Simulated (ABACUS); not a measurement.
# TiAl (Pm-3m) in ABACUS: notebook

Runs on TiAl. Level: PBE. Tasks: single point.

Everything below comes from runs of ABACUS 3.10.1. Logs are shortened: lines on timing, memory, paths and dates and some standing lists are left out, and cuts for length are marked.

**1. Starting point**

The structure is cubic, space group Pm-3m (No. 221). The conventional cell has a = 3.179 Å, b = 3.179 Å, c = 3.179 Å, α = 90.00°, β = 90.00°, γ = 90.00°. Around Ti (site symmetry m-3m) lie 8 Al at 2.75 Å. Al (site symmetry m-3m) has 8 Ti at 2.75 Å as nearest neighbours.

The cell comes from a database or a generator and needn't be the stable form of this composition.

**2. Single point, PBE**

File INPUT:

```
INPUT_PARAMETERS
suffix              TiAl
calculation         scf
basis_type          lcao
pseudo_dir          ./
orbital_dir         ./
symmetry            1
dft_functional      pbe
ecutwfc             100
pseudo_rcut         10
nspin               1
nbands              12
ks_solver           genelpa
smearing_method     fd
smearing_sigma      0.00367493
scf_thr             1e-07
scf_nmax            100
mixing_type         broyden
mixing_beta         0.7
cal_force           1
cal_stress          1
out_mul             1
```

File STRU:

```
ATOMIC_SPECIES
Ti 47.8670 Ti.upf
Al 26.9815 Al.upf

NUMERICAL_ORBITAL
Ti_confined-atom_7au_3s2p2d1f.orb
Al_confined-atom_8au_2s2p1d.orb

LATTICE_CONSTANT
1.8897261246

LATTICE_VECTORS
3.1790640000 0.0000000000 0.0000000000
0.0000000000 3.1790640000 0.0000000000
0.0000000000 0.0000000000 3.1790640000

ATOMIC_POSITIONS
Direct

Ti
0.0
1
0.0000000000 0.0000000000 0.0000000000 1 1 1

Al
0.0
1
0.5000000000 0.5000000000 0.5000000000 1 1 1
```

File KPT:

```
K_POINTS
0
Gamma
8 8 8 0 0 0
```

Potentials or basis: PseudoDojo NC SR 0.4.1 PBE standard, DZP LCAO (the cutoffs set its grid).

On the command line:

```bash
OMP_NUM_THREADS=1 mpirun -np 4 abacus > log
```

running log:

```text
ABACUS v3.10.1

               Atomic-orbital Based Ab-initio Computation at UStc

 ------------------------------------------------------------------------------------

 READING GENERAL INFORMATION
                           global_out_dir = OUT.TiAl/
                           global_in_card = INPUT
                               pseudo_dir = ./
[... 8 lines left out ...]

 READING ATOM TYPE 1
                               atom label = Ti
                      L=0, number of zeta = 3
                      L=1, number of zeta = 2
                      L=2, number of zeta = 2
                      L=3, number of zeta = 1
             number of atom for this type = 1

 READING ATOM TYPE 2
                               atom label = Al
                      L=0, number of zeta = 2
                      L=1, number of zeta = 2
                      L=2, number of zeta = 1
             number of atom for this type = 1

                        TOTAL ATOM NUMBER = 2
DIRECT COORDINATES
    atom                   x                   y                   z     mag                  vx                  vy                  vz
taud_Ti1            0.0000000000        0.0000000000        0.0000000000  0.0000        0.0000000000        0.0000000000        0.0000000000
taud_Al1            0.5000000000        0.5000000000        0.5000000000  0.0000        0.0000000000        0.0000000000        0.0000000000

                          Volume (Bohr^3) = 216.818
                             Volume (A^3) = 32.129

 Lattice vectors: (Cartesian coordinate: in unit of a_0)
             +3.17906                  +0                  +0
                   +0            +3.17906                  +0
                   +0                  +0            +3.17906
 Reciprocal vectors: (Cartesian coordinate: in unit of 2 pi/a_0)
            +0.314558                  -0                  +0
                   -0           +0.314558                  -0
                   +0                  -0           +0.314558
 The esolver type has been set to : ksdft_lcao

                PAO radial cut off (Bohr) = 10

 Read in pseudopotential file is Ti.upf
                     pseudopotential type = NC
          exchange-correlation functional = PBE
                 nonlocal core correction = 1
                        valence electrons = 12
                                     lmax = 2
                           number of zeta = 4
                     number of projectors = 6
                           L of projector = 0
[... 5 lines left out ...]
                PAO radial cut off (Bohr) = 10

 Read in pseudopotential file is Al.upf
                     pseudopotential type = NC
          exchange-correlation functional = PBE
                 nonlocal core correction = 1
                        valence electrons = 3
                                     lmax = 2
                           number of zeta = 2
                     number of projectors = 6
                           L of projector = 0
                           L of projector = 0
                           L of projector = 1
                           L of projector = 1
                           L of projector = 2
                           L of projector = 2
     initial pseudo atomic orbital number = 14

 SETUP THE ELECTRONS NUMBER
            electron number of element Ti = 12
      total electron number of element Ti = 12
            electron number of element Al = 3
      total electron number of element Al = 3
            AUTOSET number of electrons:  = 15
                           occupied bands = 8
                                   NLOCAL = 39
                                   NBANDS = 12
                                   NBANDS = 12
                                   NLOCAL = 39

%%%%%%%%%%%%%%%%%%%%%%%%%%%%%%%%%%%%%%%%%%%%%%%%%%%%%%%%%%%%%%%%%%%%%%%%%%%%%%%%%%%%%%%%%%%%%%%%%%%%%%%%%%
 Warning: the number of valence electrons in pseudopotential > 4 for Ti: [Ar] 3d2 4s2
 Pseudopotentials with additional electrons can yield (more) accurate outcomes, but may be less efficient.
 If you're confident that your chosen pseudopotential is appropriate, you can safely ignore this warning.
%%%%%%%%%%%%%%%%%%%%%%%%%%%%%%%%%%%%%%%%%%%%%%%%%%%%%%%%%%%%%%%%%%%%%%%%%%%%%%%%%%%%%%%%%%%%%%%%%%%%%%%%%%

 SETUP THE PLANE WAVE BASIS
 energy cutoff for charge/potential (unit:Ry) = 400
            fft grid for charge/potential = [ 40, 40, 40 ]
                        fft grid division = [ 5, 5, 5 ]
        big fft grid for charge/potential = [ 8, 8, 8 ]
                                     nbxx = 128
                                     nrxx = 16000

 SETUP PLANE WAVES FOR CHARGE/POTENTIAL
                    number of plane waves = 29279
                         number of sticks = 1153

 PARALLEL PW FOR CHARGE/POTENTIAL
     PROC   COLUMNS(POT)             PW
        1            288           7320
        2            288           7320
        3            289           7319
        4            288           7320
 --------------- sum -------------------
        4           1153          29279
                            number of |g| = 306
                                  max |g| = 36.1156
                                  min |g| = 0

----------- Double Check Mixing Parameters Begin ------------
mixing_type: broyden
mixing_beta: 0.7
mixing_gg0: 1
mixing_gg0_min: 0.1
mixing_ndim: 8
----------- Double Check Mixing Parameters End ------------

 LATTICE VECTORS: (CARTESIAN COORDINATE: IN UNIT OF A0)
             +3.17906                  +0                  +0
                   +0            +3.17906                  +0
                   +0                  +0            +3.17906
                       right hand lattice = 1
                                   NORM_A = 3.17906
                                   NORM_B = 3.17906
                                   NORM_C = 3.17906
                           ALPHA (DEGREE) = 90
                           BETA  (DEGREE) = 90
                           GAMMA (DEGREE) = 90

 The lattice vectors have been changed (STRU_SIMPLE.cif)

(for optimal symmetric configuration:)
                             BRAVAIS TYPE = 1
                     BRAVAIS LATTICE NAME = 01. Cubic P (simple)
                                    ibrav = 1
                                    IBRAV = 1
                                  BRAVAIS = SIMPLE CUBIC
                       LATTICE CONSTANT A = 3.17906
Original cell was already a primitive cell.
                        ROTATION MATRICES = 48
              PURE POINT GROUP OPERATIONS = 48
                   SPACE GROUP OPERATIONS = 48
                              POINT GROUP = O_h
               POINT GROUP IN SPACE GROUP = O_h

 SETUP K-POINTS
                                    nspin = 1
                   Input type of k points = Monkhorst-Pack(Gamma)
                                   nkstot = 512
                       right hand lattice = 1
(for reciprocal lattice: )
                             BRAVAIS TYPE = 1
                     BRAVAIS LATTICE NAME = 01. Cubic P (simple)
                                    ibrav = 1
                       right hand lattice = 1
(for k-lattice: )
                             BRAVAIS TYPE = 1
                     BRAVAIS LATTICE NAME = 01. Cubic P (simple)
                                    ibrav = 1
                       right hand lattice = 1
                        ROTATION MATRICES = 48
                               nkstot_ibz = 35
K-POINTS REDUCTION ACCORDING TO SYMMETRY
     IBZ    DIRECT_X    DIRECT_Y    DIRECT_Z  WEIGHT  ibz2bz
       1  0.00000000  0.00000000  0.00000000  0.0020       0
       2  0.12500000  0.00000000  0.00000000  0.0117       1
       3  0.25000000  0.00000000  0.00000000  0.0117       2
       4  0.37500000  0.00000000  0.00000000  0.0117       3
       5  0.50000000  0.00000000  0.00000000  0.0059       4
       6  0.12500000  0.12500000  0.00000000  0.0234       9
[... 22 lines left out ...]
      29  0.37500000  0.37500000  0.25000000  0.0469     155
      30  0.50000000  0.37500000  0.25000000  0.0469     156
[... 5 further k points ...]

                               nkstot now = 35
[... K-POINTS DIRECT COORDINATES: 35 rows ...]

           k-point number in this process = 35
       minimum distributed K point number = 35
[... stars of the k points ...]

[... K-POINTS CARTESIAN COORDINATES: 35 rows ...]

[... K-POINTS DIRECT COORDINATES: 35 rows ...]

 SETUP PLANE WAVES FOR WAVE FUNCTIONS
     energy cutoff for wavefunc (unit:Ry) = 100
              fft grid for wave functions = [ 40, 40, 40 ]
                    number of plane waves = 4729
                         number of sticks = 341

 PARALLEL PW FOR WAVE FUNCTIONS
     PROC   COLUMNS(POT)             PW
        1             86           1184
        2             85           1181
        3             85           1181
        4             85           1183
 --------------- sum -------------------
        4            341           4729

 SET NONLOCAL PSEUDOPOTENTIAL PROJECTORS
[... 6 lines left out ...]

 SETUP SEARCHING RADIUS FOR PROGRAM TO SEARCH ADJACENT ATOMS
                  longest orb rcut (Bohr) = 8
   longest nonlocal projector rcut (Bohr) = 1.78
                     search radius (Bohr) = 19.6
              searching radius is (Bohr)) = 19.6
         searching radius unit is (Bohr)) = 1.89
                         PeriodicBoundary = 1
                        Radius(unit:lat0) = 10.4
                                   glayer = [ 5, 5, 5 ]
                             glayer_minus = [ 4, 4, 4 ]

Find the coordinate range of the input atom(unit:lat0).
                                  min_tau = [ -12.7, -12.7, -12.7 ]
                                  max_tau = [ 14.3, 14.3, 14.3 ]
                                BoxNumber = [ 9, 9, 9 ]

 SETUP EXTENDED REAL SPACE GRID FOR GRID INTEGRATION
                          real space grid = [ 40, 40, 40 ]
                 big cell numbers in grid = [ 8, 8, 8 ]
             meshcell numbers in big cell = [ 5, 5, 5 ]
                        extended fft grid = [ 11, 11, 11 ]
                dimension of extened grid = [ 31, 31, 31 ]
                            UnitCellTotal = 125
              Atom number in sub-FFT-grid = 2
    Local orbitals number in sub-FFT-grid = 39
                                ParaV.nnr = 30466
                                 init_chg = atomic

 LCAO ALGORITHM --------------- ION=   1  ELEC=   1--------------------------------

 Density error is 0.0596034432161
----------------------------------------------------------
     Energy           Rydberg                 eV
----------------------------------------------------------
 E_KohnSham     -123.3688089759      -1678.5187575454
 E_Harris       -124.5598749282      -1694.7240411915
 E_Fermi        0.8643663677         11.7603077596
----------------------------------------------------------
[... 78 lines left out ...]
 LCAO ALGORITHM --------------- ION=   1  ELEC=   9--------------------------------

 Density error is 3.01026349123e-08
----------------------------------------------------------
     Energy           Rydberg                 eV
----------------------------------------------------------
 E_KohnSham     -123.3756668332      -1678.6120634813
 E_KS(sigma->0) -123.3748326544      -1678.6007138957
 E_Harris       -123.3756653006      -1678.6120426297
 E_band         -11.9087714582       -162.0271480107
 E_one_elec     -53.4499583387       -727.2239912692
 E_Hartree      31.6554996048        430.6951676618
 E_xc           -19.7083840229       -268.1463210838
 E_Ewald        -81.8711557186       -1113.9142196188
 E_entropy(-TS) -0.0016683577        -0.0226991713
 E_descf        0.0000000000         0.0000000000
 E_exx          0.0000000000         0.0000000000
 E_Fermi        0.8447082870         11.4928458506
----------------------------------------------------------

 charge density convergence is achieved
 final etot is -1678.6120635 eV
 EFERMI = 11.492845851 eV

 STATE ENERGY(eV) AND OCCUPATIONS    NSPIN == 1
 1/35 kpoint (Cartesian) = 0.0000 0.0000 0.0000 (933 pws)
       1       -45.3912     0.00390625
       2       -21.6047     0.00390625
       3       -21.6047     0.00390625
       4       -21.6047     0.00390625
       5        2.21310     0.00390625
       6        10.0569     0.00390625
       7        10.0569     0.00390625
       8        13.2960    8.51079e-19
       9        13.2960    8.51079e-19
      10        13.2960    8.51079e-19
      11        15.8989    2.09347e-41
      12        15.8989    2.09347e-41
[... 57 lines left out ...]
 6/35 kpoint (Cartesian) = 0.039320 0.039320 0.0000 (916 pws)
       1       -45.3869      0.0468750
       2       -21.6291      0.0468750
       3       -21.6264      0.0468750
       4       -21.6003      0.0468750
       5        2.68671      0.0468750
       6        9.94484      0.0468750
       7        10.1093      0.0468750
       8        12.4957    9.13297e-11
       9        12.8397    9.37344e-14
      10        13.1292    2.86937e-16
      11        15.3398    1.80571e-35
      12        15.7472    5.22577e-39

[... levels at 29 further k points ...]

 correction force for each atom along direction 1 is 6.43018e-15
 correction force for each atom along direction 2 is -1.21485e-15
 correction force for each atom along direction 3 is -2.29906e-14
------------------------------------------------------------------------------------------
 TOTAL-FORCE (eV/Angstrom)
------------------------------------------------------------------------------------------
                       Ti1         0.0000000000         0.0000000000         0.0000000000
                       Al1         0.0000000000         0.0000000000         0.0000000000
------------------------------------------------------------------------------------------

----------------------------------------------------------------
 TOTAL-STRESS (KBAR)
----------------------------------------------------------------
        16.1344077608         0.0000000000        -0.0000000000
         0.0000000000        16.1344077608         0.0000000000
        -0.0000000000         0.0000000000        16.1344077608
----------------------------------------------------------------
 TOTAL-PRESSURE: 16.134408 KBAR

 --------------------------------------------
 !FINAL_ETOT_IS -1678.6120634812955359 eV
 --------------------------------------------
```

Wall time 5 s (4 MPI ranks of Intel Xeon at 2.60GHz (Ice Lake), shared host); peak memory 0.48 GiB.

Results:

```
Free energy            : -1678.6121 eV
Pressure               : 1.6 GPa
Band gap on the k mesh : none (metal or under the smearing width)
Mulliken charges       : Ti +0.04; Al -0.04 e
```

Levels at points of the mesh, in eV from the Fermi level:
```tsv
k point	band 3	band 4	band 5	band 6	band 7	band 8	band 9	band 10	band 11	band 12
(0.00, 0.00, 0.00)	-33.10	-33.10	-9.28	-1.44	-1.44	1.80	1.80	1.80	4.41	4.41
(0.50, 0.00, 0.00)	-33.08	-33.08	-6.05	-5.22	-0.55	0.16	0.16	2.05	3.00	6.51
(0.50, 0.50, 0.00)	-33.24	-33.07	-5.02	-2.13	-2.13	-1.47	0.70	0.70	2.74	4.73
(0.50, 0.50, 0.50)	-33.22	-33.22	-3.11	-3.11	-3.11	0.60	2.80	2.80	2.90	2.90
```

Caveat: the atomic orbitals were generated for these runs and aren't a published set; Mulliken charges move with the basis; the basis of atomic orbitals isn't converged, which shifts pressures, moduli and gaps.

**3. Single point, PBE (atoms moved at random, drawn with an rms of 0.05 Å)**

INPUT is that of step 2.

Edit STRU of step 2 so:

```diff
@@ -22,3 +22,3 @@
 1
-0.0000000000 0.0000000000 0.0000000000 1 1 1
+-0.0011440000 0.0075800000 0.0017040000 1 1 1
 
@@ -27,2 +27,2 @@
 1
-0.5000000000 0.5000000000 0.5000000000 1 1 1
+0.5093050000 0.5064700000 0.5006210000 1 1 1
```

KPT is that of step 2.

Potentials or basis: PseudoDojo NC SR 0.4.1 PBE standard, DZP LCAO (the cutoffs set its grid).

On the command line:

```bash
OMP_NUM_THREADS=1 mpirun -np 4 abacus > log
```

Run time: 8.2 s. Hardware: 4 MPI ranks of Intel Xeon at 2.60GHz (Ice Lake), shared host; peak memory 0.56 GiB.

The run converged. Its results:

```yaml
Free_energy: -1678.6084 eV
Pressure: 1.7 GPa
Largest_force: 0.219 eV/Å
Band_gap_on_the_k_mesh: none (metal or under the smearing width)
Mulliken_charges: Ti +0.04; Al -0.04 e
```

Forces on the atoms (eV/Å):
```
Ti   0.216 -0.022 -0.022
Al  -0.216  0.022  0.022
```

Levels at points of the mesh, in eV from the Fermi level:
```tsv
k point	band 5	band 6	band 7	band 8	band 9	band 10
(0.00, 0.00, 0.00)	-9.28	-1.44	-1.44	1.80	1.80	1.80
(0.50, 0.00, 0.00)	-6.05	-5.21	-0.56	0.16	0.16	2.05
(0.00, 0.50, 0.00)	-6.05	-5.21	-0.55	0.16	0.16	2.05
(0.50, 0.50, 0.00)	-5.02	-2.14	-2.13	-1.47	0.70	0.70
(0.00, 0.00, 0.50)	-6.05	-5.21	-0.55	0.16	0.16	2.05
(0.50, 0.00, 0.50)	-5.02	-2.14	-2.13	-1.47	0.70	0.70
(0.00, 0.50, 0.50)	-5.02	-2.13	-2.13	-1.47	0.70	0.70
(0.50, 0.50, 0.50)	-3.11	-3.11	-3.11	0.60	2.80	2.80
```

Caveat: the atomic orbitals were generated for these runs and aren't a published set; Mulliken charges move with the basis; the basis of atomic orbitals isn't converged, which shifts pressures, moduli and gaps.

[end of part 1 of 2]
